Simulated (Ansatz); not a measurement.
# The blue phosphorene bilayer (AB) between two gates, part 2 of 3

How do the bands of the blue phosphorene bilayer (AB) follow a displacement field between two gates?

Ansatz 0.2.0; plane-wave DFT, PBE-D3(BJ), Ansatz PAW.

So far. Step 2 (Relaxation): The lattice constant a goes from 3.280 to 3.257 Å.

### 3. Gated layer, displacement field 0, start network

The slab is cut off from its images along the normal. Two sheets of opposite charge stand for the gates, so the stack stays neutral in a displacement field; barriers ahead of the sheets keep electrons from leaking to them. The uncharged case sets the zero.

The cell differs from the one that the last finished run ended in (c 42.380 → 41.525 Å).

Input file input.yaml:

```yaml
crystal:
  lattice:
    - [3.257455887, 0.0, 0.0]
    - [-1.6287279435, 2.8210395498, 0.0]
    - [0.0, 0.0, 41.5249602803]
  atoms:
    - { symbol: P, position: [0.6666666667, 0.3333333333, 0.4298619404] }
    - { symbol: P, position: [0.3333333333, 0.6666666667, 0.4597904339] }
    - { symbol: P, position: [0.0, 0.0, 0.5402095661] }
    - { symbol: P, position: [0.6666666667, 0.3333333333, 0.5701380596] }
  periodic: [true, true, false]
  symmetry: { detect: true }
kpoints:
  mp_grid: { grid: [54, 54, 1] }
  band_path:
    path: [[0, 0, 0], [0.5, 0, 0], [0.33333333, 0.33333333, 0], [0, 0, 0]]
    npoints: 16
hamiltonian:
  xc: pbe
  dispersion: d3bj
scf:
  occupations: { method: fermi_dirac, width: 0.02585 }
  convergence: { dr2_threshold: 1.0e-10 }
output:
  forces: true
  eigenvalues: true
  dos: { projected: true, e_range: [-3, 3], de: 0.01 }
  write_potential: true
  write_density: true
  volumetric_format: npy
  elf: true
external_charges:
  - { charge: 0, barrier: 10, axis: 3, height: 27.175, sigma: 0.25 }
  - { charge: 0, barrier: 10, axis: 3, height: 14.35, sigma: 0.25 }
```

The run is started by

```
$ ansatz run input.yaml --threads 4 --pin off --max-ram 8192MiB --backend cpu --events-out ev --progress --plain --runs-dir out
```

Numbers of over 12 decimals in the logs are rounded to 6 here.

Log:

```text
[...]
Crystal: 4 atoms, lattice volume = 381.590 Å³
Basis set: ecut = 420 eV, 7603 PW (Γ), exchange–correlation on 48×48×576 points (8 copies of the dense FFT grid, shifted against one another)
Bands: 14, of which v1, the nominal top of the filled ones, is band 10 counted from 1 (9 counted from 0)
Symmetry: 12 space group operations
[...]
k-points: 271 of 2916
[...]
SCF iter   1: F=—  HF=-3023.639266 eV  |F-HF|=—  |Δ(HF+E_count)|=         —  Δρ=1.11e-3  dr2=2.17e-2  ethr=1.77e-3  ⟨swp⟩=15.5  Hψ=49413  notcnv=0
[...]
SCF iter   9: F=-3023.637680 eV  HF=-3023.637680 eV  |F-HF|=1.64e-11  |Δ(HF+E_count)|=  5.88e-10  Δρ=4.95e-8  dr2=1.37e-11  ethr=1.00e-12  ⟨swp⟩=15.0  Hψ=40356  notcnv=0
SCF 1 converged in 9 iterations: F = -3023.637680 eV  dr2 = 1.37e-11
[...]
NSCF: frozen V_eff on 49 k-points
WARN: The output density's exchange-correlation potential varies sharply where the density is thin. Do not read a vacuum level from v_tot or v_xc, or from such a field of the output density. On a cell that repeats whose density bears no net charge and no dipole along the vacuum's axis use v_es (v_loc + v_h of the components); under efield.dipole_correction with no amplitude use v_es + v_field, which holds any externa [...]
SCF converged after 9 iterations
Free energy (F): -3023.637680 eV
[...]
Internal energy: -3023.637680 eV  (E = F + TS)
E sigma→0 (E₀):  -3023.637680 eV
Fermi energy:    -4.965770 eV
[...]
--- Forces (eV/Å), atoms and charges each counted from 1 ---
  atom   1  P      0.00000000     0.00000000     0.00305222
  atom   2  P     -0.00000000    -0.00000000     0.00650629
  atom   3  P      0.00000000     0.00000000    -0.00650629
  atom   4  P      0.00000000    -0.00000000    -0.00305222
  external charge   1     0.00000000     0.00000000     0.00872002
  external charge   2     0.00000000     0.00000000    -0.00872127
  max |Σ_I F_I| component, the external charges' with the atoms': 1.25e-6 eV/Å
--- Band table (eV; the first three rows and the last of 271) ---
  k-point 0: bands = [... 6 lower, -6.2038, -6.2001, -6.2001, -5.7259, -2.2162, -2.2162, -2.2038, -2.1252]
  k-point 1: bands = [... 6 lower, -6.2534, -6.2193, -6.2125, -5.7222, -2.2316, -2.1985, -2.1521, -2.1372]
  k-point 2: bands = [... 6 lower, -6.4064, -6.2627, -6.2510, -5.7126, -2.2802, -2.1867, -2.1468, -2.0508]
  k-point 270: bands = [... 6 lower, -7.9854, -7.9546, -7.9546, -7.7940, -4.0082, -4.0082, -1.2941, -0.6103]
```

Elapsed: 55 s, on 4 threads of Arm Neoverse V1, shared host; peak memory 1.8 GiB.

This step gave:

| Item | Value |
| --- | --- |
| gap on the k-mesh | 1.154 eV |
| gap along the path | 1.158 eV |
| smallest direct gap along the path | 1.707 eV |
| gap, the smaller of path and mesh | 1.154 eV |
| potential beyond the upper barrier and gate, less the barrier, from the Fermi level | 4.966 eV |

Running mean over a fixed 2.7 Å (it still follows the layers) of the planar mean; beyond a gate it holds the 10 eV model barrier. Electron's electrostatic potential energy less the Fermi level against z:

```tsv
z (Å)	electron's electrostatic potential energy less the Fermi level (eV)
4	15.0
6	15.0
8	15.0
10	15.0
12	15.0
14	11.2
16	3.50
18	-8.33
20	-2.43
22	-4.90
24	-5.48
26	5.40
28	13.0
30	15.0
32	15.0
34	15.0
36	15.0
38	15.0
```

The density of states has structure finer than the step of the table below, so its rows give means over 0.2 eV, whole bins alone (the curve runs from -3 to 2.52 eV). Peaks (eV: height): -2.22: 4.36, -2.14: 4.19, -1.68: 6.47, -0.62: 7.51, 1.47: 3.93, 1.75: 3.58, 2.29: 3.64.

Table of density of states by energy, zero at the Fermi level of the run, which the smearing sets inside the gap; means over each step:

energy (eV), density of states (states/eV a cell) and a bar:
```
     -2.8       2.06 #################
     -2.6       2.23 ###################
     -2.4       1.96 ################
     -2.2       3.36 ############################
     -2.0       3.10 ##########################
     -1.8       3.58 ##############################
     -1.6       3.16 ##########################
     -1.4       1.21 ##########
     -1.2       0.86 #######
     -1.0       0.77 ######
     -0.8       1.28 ###########
     -0.6       2.23 ###################
     -0.4       0.00 
     -0.2       0.00 
      0.0       0.00 
      0.2       0.00 
      0.4       0.00 
      0.6       0.50 ####
      0.8       0.82 #######
      1.0       1.95 ################
      1.2       2.31 ###################
      1.4       2.83 ########################
      1.6       2.24 ###################
      1.8       2.53 #####################
      2.0       2.49 #####################
      2.2       2.75 #######################
      2.4       2.60 ######################
```

Projected DOS per atom over height of the atomic layer and energy from the Fermi level. Layers: P P P P from below.

Ten even steps from '0' (0.00 states/eV) to '9' (0.86 states/eV), each cell a mean:
```
6666
6666
6666
5555
7777
5555
3333
1111
0000
0000
0000
0000
5555
2222
2222
3333
9889
9999
9999
6666
6666
4444
```
Columns: height of the atomic layer (Å) from 17.9 to 23.7 (not evenly spaced); rows upwards: energy from the Fermi level (eV) from -2.98 to 2.52.

Electronic bands along the path, in eV, zero at the Fermi level of the run, which the smearing sets inside the gap:

```tsv
point	band 7	band 8	band 9	band 10	band 11	band 12	band 13	band 14
Γ	-1.24	-1.23	-1.23	-0.76	2.75	2.75	2.76	2.84
halfway	-2.63	-2.59	-1.73	-0.72	1.09	1.23	3.64	4.09
M	-3.46	-3.41	-2.89	-2.25	0.75	0.95	1.75	2.91
halfway	-3.78	-3.75	-2.74	-2.25	1.38	2.18	2.98	3.14
K	-3.02	-2.99	-2.99	-2.83	0.96	0.96	3.67	4.36
halfway	-3.94	-3.90	-1.62	-0.75	2.17	2.67	3.06	3.18
Γ	-1.24	-1.23	-1.23	-0.76	2.75	2.75	2.76	2.84
```

Electrostatic potential energy in the ca plane at fractional y = 0.333, with atoms of P within 0.2 Å of it. With pseudopotentials it is smooth inside the atoms' cores, unlike the true potential.

Ten even steps from '0' (-60 eV) to '9' (10 eV), each cell a mean:
```
99999988888876446777888888777645678888889999
99999988888862003678888888876200378888889999
99999988888750001678888888875000168888889999
99999988888862004778888888876200478888889999
99999988888876556777888888777655678888889999
99999988888887777667788887767777888888889999
99999988888888877667788887666778888888889999
99999988888887777777888887767777788888889999
```
Columns run along c (16.0 Å, from fractional 0.31 to 0.69 of the cell; values clipped at the 3rd and 97th percentile), rows up along a (3.3 Å). Atoms in or near the plane, at fractional coordinates: P at (0.43, 0.67), P at (0.57, 0.67).

Valence density in the ca plane at fractional y = 0.333, with atoms of P within 0.2 Å of it. It is the smooth field of the valence electrons, not physical close to the nuclei.

Ten even steps from '0' (0.00 e/Å³) to '9' (0.74 e/Å³), each cell a mean:
```
00000000000136787532100001246887521000000000
00000000000278568521000000136856951000000000
00000000001388237521000000136623962000000000
00000000000268678521000000136867841000000000
00000000000135777532100001246776420000000000
00000000000012345543210012455542100000000000
00000000000001234554210013455421100000000000
00000000000012345543200012455543210000000000
```
Columns run along c (16.0 Å, from fractional 0.31 to 0.69 of the cell), rows up along a (3.3 Å). Atoms in or near the plane, at fractional coordinates: P at (0.43, 0.67), P at (0.57, 0.67).

ELF in the ca plane at fractional y = 0.333, with atoms of P within 0.2 Å of it. It is the smooth field of the valence electrons, not physical close to the nuclei.

Ten even steps from '0' (0.00) to '9' (0.97), each cell a mean:
```
00000000247888777654210023457777888631000000
00000001479997226531000001246523999863100000
00000002589996003421000000135201999974100000
00000001479998336531100001246534999863100000
00000000136788777654310023457777887531000000
00000000001234456666630146666654432100000000
00000000000001235667740157765431100000000000
00000000001344566666630146666655432100000000
```
Columns run along c (16.0 Å, from fractional 0.31 to 0.69 of the cell), rows up along a (3.3 Å). Atoms in or near the plane, at fractional coordinates: P at (0.43, 0.67), P at (0.57, 0.67).

The gap, the smaller of path and mesh, is 1.154 eV.

### 4. Gated layer, displacement field 0.905 V/nm

input.yaml: that of step 3 with these lines changed.

```diff
@@ -26,3 +26,2 @@
   eigenvalues: true
-  dos: { projected: true, e_range: [-3, 3], de: 0.01 }
   write_potential: true
@@ -30,5 +29,6 @@
   volumetric_format: npy
-  elf: true
 external_charges:
   - { charge: 0, barrier: 10, axis: 3, height: 27.175, sigma: 0.25 }
+  - { charge: -0.004595, axis: 3, height: 28.675, sigma: 0.5 }
   - { charge: 0, barrier: 10, axis: 3, height: 14.35, sigma: 0.25 }
+  - { charge: 0.004595, axis: 3, height: 12.85, sigma: 0.5 }
```

Log:

```text
[...]
Crystal: 4 atoms, lattice volume = 381.590 Å³
Basis set: ecut = 420 eV, 7603 PW (Γ), exchange–correlation on 48×48×576 points (8 copies of the dense FFT grid, shifted against one another)
Bands: 14, of which v1, the nominal top of the filled ones, is band 10 counted from 1 (9 counted from 0)
Symmetry: 6 space group operations
k-points: 271 of 2916 (time reversal used)
[...]
SCF iter   1: F=—  HF=-3023.832248 eV  |F-HF|=—  |Δ(HF+E_count)|=         —  Δρ=1.74e-2  dr2=8.66e-1  ethr=3.10e-3  ⟨swp⟩=15.6  Hψ=50107  notcnv=0
[...]
SCF iter  13: F=-3023.636065 eV  HF=-3023.636065 eV  |F-HF|=3.55e-11  |Δ(HF+E_count)|=  4.50e-11  Δρ=4.19e-8  dr2=4.58e-11  ethr=1.00e-12  ⟨swp⟩=14.4  Hψ=38169  notcnv=0
SCF 1 converged in 13 iterations: F = -3023.636065 eV  dr2 = 4.58e-11
[...]
SCF converged after 13 iterations
Free energy (F): -3023.636065 eV
[...]
Internal energy: -3023.636065 eV  (E = F + TS)
E sigma→0 (E₀):  -3023.636065 eV
Fermi energy:    -4.966956 eV
[...]
--- Forces (eV/Å), atoms and charges each counted from 1 ---
  atom   1  P      0.00000000     0.00000000     0.00412108
  atom   2  P      0.00000000    -0.00000000     0.00590826
  atom   3  P      0.00000000     0.00000000    -0.00736076
  atom   4  P      0.00000000    -0.00000000    -0.00171987
  external charge   1     0.00000000     0.00000000     0.00826079
  external charge   2     0.00000000     0.00000000    -0.00020808
  external charge   3     0.00000000     0.00000000    -0.00920945
  external charge   4     0.00000000     0.00000000     0.00020765
  max |Σ_I F_I| component, the external charges' with the atoms': 3.67e-7 eV/Å
--- Band table (eV; the first three rows and the last of 271) ---
  k-point 0: bands = [... 6 lower, -6.2369, -6.1680, -6.1680, -5.7255, -2.2279, -2.2279, -2.2174, -2.1125]
  k-point 1: bands = [... 6 lower, -6.2510, -6.2227, -6.1818, -5.7217, -2.2435, -2.2102, -2.1652, -2.1267]
  k-point 2: bands = [... 6 lower, -6.3776, -6.2923, -6.2224, -5.7122, -2.2920, -2.1759, -2.1584, -2.0402]
  k-point 270: bands = [... 6 lower, -7.9940, -7.9855, -7.9248, -7.7863, -4.0428, -3.9745, -1.2954, -0.6480]
```

The job ended after 60 s (4 threads; peak memory 1.6 GiB; 4 min of CPU time).

This step gave:

```
gap on the k-mesh                                                                   : 1.151 eV
gap along the path                                                                  : 1.154 eV
smallest direct gap along the path                                                  : 1.702 eV
gap, the smaller of path and mesh                                                   : 1.151 eV
potential beyond the upper barrier and gate, less the barrier, from the Fermi level : 5.344 eV
```

The electronic bands at the labelled points (eV, zero at the Fermi level of the run, which the smearing sets inside the gap):

```tsv
point	band 7	band 8	band 9	band 10	band 11	band 12	band 13	band 14
Γ	-1.27	-1.20	-1.20	-0.76	2.74	2.74	2.75	2.85
halfway	-2.64	-2.56	-1.73	-0.72	1.08	1.24	3.64	4.09
M	-3.48	-3.39	-2.89	-2.24	0.75	0.96	1.75	2.92
halfway	-3.80	-3.73	-2.74	-2.24	1.38	2.18	2.98	3.14
K	-3.03	-3.02	-2.96	-2.82	0.92	0.99	3.67	4.32
halfway	-3.96	-3.88	-1.62	-0.74	2.16	2.68	3.05	3.19
Γ	-1.27	-1.20	-1.20	-0.76	2.74	2.74	2.75	2.85
```

The gap, the smaller of path and mesh, is 1.151 eV.

### 5. Gated layer, displacement field 1.81 V/nm

input.yaml: that of step 4 with these lines changed.

```diff
@@ -31,4 +31,4 @@
   - { charge: 0, barrier: 10, axis: 3, height: 27.175, sigma: 0.25 }
-  - { charge: -0.004595, axis: 3, height: 28.675, sigma: 0.5 }
+  - { charge: -0.009189, axis: 3, height: 28.675, sigma: 0.5 }
   - { charge: 0, barrier: 10, axis: 3, height: 14.35, sigma: 0.25 }
-  - { charge: 0.004595, axis: 3, height: 12.85, sigma: 0.5 }
+  - { charge: 0.009189, axis: 3, height: 12.85, sigma: 0.5 }
```

Log:

```text
[...]
Crystal: 4 atoms, lattice volume = 381.590 Å³
Basis set: ecut = 420 eV, 7603 PW (Γ), exchange–correlation on 48×48×576 points (8 copies of the dense FFT grid, shifted against one another)
Bands: 14, of which v1, the nominal top of the filled ones, is band 10 counted from 1 (9 counted from 0)
Symmetry: 6 space group operations
k-points: 271 of 2916 (time reversal used)
[...]
--- Band table (eV; the first three rows and the last of 271) ---
  k-point 0: bands = [... 6 lower, -6.2727, -6.1351, -6.1351, -5.7242, -2.2544, -2.2544, -2.2462, -2.0869]
  k-point 1: bands = [... 6 lower, -6.2867, -6.1899, -6.1490, -5.7204, -2.2701, -2.2367, -2.1936, -2.1030]
  k-point 2: bands = [... 6 lower, -6.3448, -6.3278, -6.1897, -5.7109, -2.3186, -2.1848, -2.1524, -2.0405]
  k-point 270: bands = [... 6 lower, -8.0172, -8.0166, -7.8960, -7.7665, -4.0784, -3.9419, -1.2994, -0.6868]
[key lines of the parts left out:]
SCF converged after 13 iterations
Free energy (F): -3023.631223 eV
Fermi energy:    -4.970451 eV
```

The job ended after 66 s (4 threads; peak memory 1.6 GiB).

The gap, the smaller of path and mesh, is 1.140 eV.

### 6. Gated layer, displacement field 2.71 V/nm

input.yaml: that of step 5 with these lines changed.

```diff
@@ -31,4 +31,4 @@
   - { charge: 0, barrier: 10, axis: 3, height: 27.175, sigma: 0.25 }
-  - { charge: -0.009189, axis: 3, height: 28.675, sigma: 0.5 }
+  - { charge: -0.013784, axis: 3, height: 28.675, sigma: 0.5 }
   - { charge: 0, barrier: 10, axis: 3, height: 14.35, sigma: 0.25 }
-  - { charge: 0.009189, axis: 3, height: 12.85, sigma: 0.5 }
+  - { charge: 0.013784, axis: 3, height: 12.85, sigma: 0.5 }
```

Log:

```text
[...]
Crystal: 4 atoms, lattice volume = 381.590 Å³
Basis set: ecut = 420 eV, 7603 PW (Γ), exchange–correlation on 48×48×576 points (8 copies of the dense FFT grid, shifted against one another)
Bands: 14, of which v1, the nominal top of the filled ones, is band 10 counted from 1 (9 counted from 0)
Symmetry: 6 space group operations
k-points: 271 of 2916 (time reversal used)
[...]
--- Band table (eV; the first three rows and the last of 271) ---
  k-point 0: bands = [... 6 lower, -6.3092, -6.1033, -6.1033, -5.7221, -2.2867, -2.2867, -2.2799, -2.0593]
  k-point 1: bands = [... 6 lower, -6.3232, -6.1580, -6.1172, -5.7183, -2.3025, -2.2690, -2.2273, -2.0753]
  k-point 2: bands = [... 6 lower, -6.3643, -6.3129, -6.1580, -5.7088, -2.3511, -2.2170, -2.1259, -2.0732]
  k-point 270: bands = [... 6 lower, -8.0499, -8.0477, -7.8682, -7.7400, -4.1149, -3.9104, -1.3059, -0.7265]
[key lines of the parts left out:]
SCF converged after 13 iterations
Free energy (F): -3023.623152 eV
Fermi energy:    -4.976036 eV
```

Elapsed: 62 s, on 4 threads; peak memory 1.6 GiB.

The gap, the smaller of path and mesh, is 1.124 eV.

### 7. Gated layer, displacement field 3.62 V/nm

input.yaml: that of step 6 with these lines changed.

```diff
@@ -26,2 +26,3 @@
   eigenvalues: true
+  dos: { projected: true, e_range: [-3, 3], de: 0.01 }
   write_potential: true
@@ -29,6 +30,7 @@
   volumetric_format: npy
+  elf: true
 external_charges:
   - { charge: 0, barrier: 10, axis: 3, height: 27.175, sigma: 0.25 }
-  - { charge: -0.013784, axis: 3, height: 28.675, sigma: 0.5 }
+  - { charge: -0.018379, axis: 3, height: 28.675, sigma: 0.5 }
   - { charge: 0, barrier: 10, axis: 3, height: 14.35, sigma: 0.25 }
-  - { charge: 0.013784, axis: 3, height: 12.85, sigma: 0.5 }
+  - { charge: 0.018379, axis: 3, height: 12.85, sigma: 0.5 }
```

Log:

```text
[...]
Crystal: 4 atoms, lattice volume = 381.590 Å³
Basis set: ecut = 420 eV, 7603 PW (Γ), exchange–correlation on 48×48×576 points (8 copies of the dense FFT grid, shifted against one another)
Bands: 14, of which v1, the nominal top of the filled ones, is band 10 counted from 1 (9 counted from 0)
Symmetry: 6 space group operations
k-points: 271 of 2916 (time reversal used)
[...]
--- Band table (eV; the first three rows and the last of 271) ---
  k-point 0: bands = [... 6 lower, -6.3465, -6.0726, -6.0726, -5.7192, -2.3217, -2.3217, -2.3160, -2.0309]
  k-point 1: bands = [... 6 lower, -6.3605, -6.1274, -6.0865, -5.7155, -2.3376, -2.3039, -2.2632, -2.0469]
  k-point 2: bands = [... 6 lower, -6.4015, -6.2822, -6.1274, -5.7059, -2.3862, -2.2519, -2.1168, -2.0900]
  k-point 270: bands = [... 6 lower, -8.0838, -8.0832, -7.8417, -7.7105, -4.1521, -3.8802, -1.3150, -0.7672]
[key lines of the parts left out:]
SCF converged after 13 iterations
Free energy (F): -3023.611857 eV
Fermi energy:    -4.983429 eV
```

It took 69 s on 4 threads; peak memory 1.6 GiB; 4.6 min of CPU time.

The gap, the smaller of path and mesh, is 1.101 eV.

### 8. Gated layer, displacement field -1.81 V/nm

input.yaml: that of step 7 with these lines changed.

```diff
@@ -33,4 +33,4 @@
   - { charge: 0, barrier: 10, axis: 3, height: 27.175, sigma: 0.25 }
-  - { charge: -0.018379, axis: 3, height: 28.675, sigma: 0.5 }
+  - { charge: 0.009189, axis: 3, height: 28.675, sigma: 0.5 }
   - { charge: 0, barrier: 10, axis: 3, height: 14.35, sigma: 0.25 }
-  - { charge: 0.018379, axis: 3, height: 12.85, sigma: 0.5 }
+  - { charge: -0.009189, axis: 3, height: 12.85, sigma: 0.5 }
```

Log:

```text
[...]
Crystal: 4 atoms, lattice volume = 381.590 Å³
Basis set: ecut = 420 eV, 7603 PW (Γ), exchange–correlation on 48×48×576 points (8 copies of the dense FFT grid, shifted against one another)
Bands: 14, of which v1, the nominal top of the filled ones, is band 10 counted from 1 (9 counted from 0)
Symmetry: 6 space group operations
k-points: 271 of 2916 (time reversal used)
[...]
--- Band table (eV; the first three rows and the last of 271) ---
  k-point 0: bands = [... 6 lower, -6.2727, -6.1351, -6.1351, -5.7242, -2.2544, -2.2544, -2.2462, -2.0869]
  k-point 1: bands = [... 6 lower, -6.2867, -6.1898, -6.1490, -5.7204, -2.2701, -2.2367, -2.1936, -2.1030]
  k-point 2: bands = [... 6 lower, -6.3448, -6.3278, -6.1897, -5.7109, -2.3186, -2.1848, -2.1524, -2.0405]
  k-point 270: bands = [... 6 lower, -8.0172, -8.0166, -7.8959, -7.7665, -4.0784, -3.9419, -1.2994, -0.6868]
[key lines of the parts left out:]
SCF converged after 13 iterations
Free energy (F): -3023.631223 eV
Fermi energy:    -4.970445 eV
```

Elapsed: 69 s, on 4 threads; peak memory 1.6 GiB.

The density of states has structure finer than the step of the table below, so its rows give means over 0.2 eV, whole bins alone (the curve runs from -3 to 2.53 eV). Peaks (eV: height): -2.70: 3.33, -2.14: 4.34, -1.68: 6.17, -0.62: 8.28, 1.47: 4.17, 2.32: 3.88.

The density of states by energy, zero at the Fermi level of the run, which the smearing sets inside the gap; means over each step:

```tsv
energy (eV)	density of states (states/eV a cell)
-2.8	2.16
-2.6	2.18
-2.4	1.95
-2.2	3.36
-2.0	3.14
-1.8	3.63
-1.6	3.08
-1.4	1.20
-1.2	0.894
-1.0	0.776
-0.8	1.23
-0.6	2.26
-0.4	0
-0.2	0
0.0	0
0.2	0
0.4	0
0.6	0.543
0.8	0.866
1.0	1.88
1.2	2.33
1.4	2.85
1.6	2.23
1.8	2.53
2.0	2.50
2.2	2.72
2.4	2.60
```

The gap, the smaller of path and mesh, is 1.140 eV.

(Continued in part 3 of 3.)

[Logs are printed without paths, hosts, clocks, repeated set-up lines and the standing remarks that a program may print on its own settings, such as how far it seeks lower states.]

[Hosts, paths, dates, database ids (printed as entryN), source tags and the programs' standing remarks are cut or masked in the printed files.]

[Maps of the electrostatic potential energy from Ansatz leave out the sawtooth potential of an applied field or a dipole correction, so their vacuum need not be flat; planar profiles and work functions include it.]
